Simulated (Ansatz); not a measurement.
## Hf vacancy in HfSiO4, calculated

All numbers are calculated (PBE, collinear spin, no spin-orbit coupling; Ansatz, PAW set soft_2, 420 eV, k-mesh 2×2×2), not measured.

The relaxed host crystal (Kohn–Sham gap 5.31 eV over the whole zone):

```
CELL_PARAMETERS angstrom
-3.32245 3.32245 3.00747
3.32245 -3.32245 3.00747
3.32245 3.32245 -3.00747
ATOMIC_POSITIONS crystal
Hf 0.00000 0.00000 0.00000
Hf 0.75000 0.25000 0.50000
Si 0.25000 0.75000 0.50000
Si 0.50000 0.50000 0.00000
O 0.13473 0.31894 0.81579
O 0.06894 0.75315 0.68421
O 0.06894 0.38473 0.31579
O 0.50315 0.31894 0.18421
O 0.68106 0.49685 0.81579
O 0.61527 0.93106 0.68421
O 0.24685 0.93106 0.31579
O 0.68106 0.86527 0.18421
```

Supercell of 36 atoms, rows of the matrix [[0,1,1],[-1,0,-1],[-1,-2,0]] times the cell vectors; Hf vacancy at (0.000, 0.000, 0.000) in fractions of the cell above. Atoms are relaxed at the host's cell, from a start shaken by 0.03 Å near the defect; charged cells sit in a uniform background. The cell loses 1 of its 6 Hf, so this is a heavily defective crystal.

Distances from the empty Hf site (Å), by shell of the perfect crystal:

```csv
shell,perfect crystal,charge 0,charge -1,charge -4
4 O,2.14,2.24,2.24,2.15
4 O,2.28,2.46,2.48,2.54
2 Si,3.01,3.01,2.99,2.92
```

```json
{"charge": "0", "moment of the cell (μB)": "4.00", "gap of the cell on the mesh (eV)": "0.00", "carriers": "in a band of the host or near its edge"}
{"charge": "-1", "moment of the cell (μB)": "3.00", "gap of the cell on the mesh (eV)": "0.00", "carriers": "in a band of the host or near its edge"}
{"charge": "-4", "moment of the cell (μB)": "0.00", "gap of the cell on the mesh (eV)": "4.19", "carriers": "none in the bands"}
```

On this mesh the host's own supercell has a gap of 5.32 eV.

**Question.** What do these numbers say about the valence and the carriers?

**Answer.** At charges 0 and -1 a carrier lies in a band of the host or at its edge (levels aligned by the semicore states), so it isn't shown to be bound to the defect (semilocal functionals spread carriers too far and can miss a bound one), and no level is taken from those states. At charge 0 the unpaired electrons sit on atoms with moments (μB): 4 O of 0.42. At charge -1 the unpaired electrons sit on atoms with moments (μB): 4 O of 0.38.

No formation energy is given, since the neutral cell holds a carrier in a band.

Caveats: at charge -4: net starting moment lost; semilocal functionals make gaps too small, which shifts levels too; small supercell, so energies and levels can be off by tenths of an eV; one random start near the defect, so other minima are possible.
